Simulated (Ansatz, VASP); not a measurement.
# One calculation of Zn, two programs

Contents of INCAR:

```
ALGO = Fast ; EDIFF = 1E-6
ENCUT = 520 ; GGA = PE
ISIF = 2 ; ISMEAR = 0
LASPH = T ; LCHARG = F
LREAL = F ; LWAVE = F
NBANDS = 12 ; NELM = 60
PREC = Accurate ; SIGMA = 0.1
```

Contents of KPOINTS:

```
k-points
0
Gamma
  8 8 8
```

File POSCAR:

```
Zn
1.0
   -1.5690370000      1.5690370000      1.5690370000
    1.5690370000     -1.5690370000      1.5690370000
    1.5690370000      1.5690370000     -1.5690370000
Zn
1
Direct
    0.0000000000      0.0000000000      0.0000000000
```

Input for Ansatz:

```yaml
crystal:
  lattice:
    - [-1.569037, 1.569037, 1.569037]
    - [1.569037, -1.569037, 1.569037]
    - [1.569037, 1.569037, -1.569037]
  atoms:
    - { symbol: Zn, position: [0.0, 0.0, 0.0] }
basis:
  ecutwfc: 420
kpoints:
  mp_grid: { grid: [8, 8, 8] }
hamiltonian:
  xc: pbe
scf:
  occupations: { method: gaussian, width: 0.1 }
output:
  forces: true
  stress: true
  eigenvalues: true
```

This isn't the form of Zn at room conditions, which is hcp.

Alike in both runs: task single point; functional PBE; k mesh 8 × 8 × 8; occupations gaussian, width 0.1 eV; no spin polarisation.

|  | VASP | Ansatz |
| --- | --- | --- |
| version | VASP 6.6.1 | Ansatz 0.2.0 |
| potentials or method | VASP PAW PBE potentials, release 64 (Zn) | scalar-relativistic, plane waves, PAW |
| plane-wave cutoff (eV) | 520 | 420 |
| valence electrons in the cell | 12 | 12 |

|  | VASP | Ansatz | Ansatz less VASP |
| --- | --- | --- | --- |
| gap on the k mesh at the Fermi level (eV) | none | none | - |
| pressure (GPa) | -0.9 | -1.2 | -0.27 |

A gap of «none» marks a metal or a gap that the smearing closes. The functional is the same, so the differences come from potentials, cutoffs and numerics.
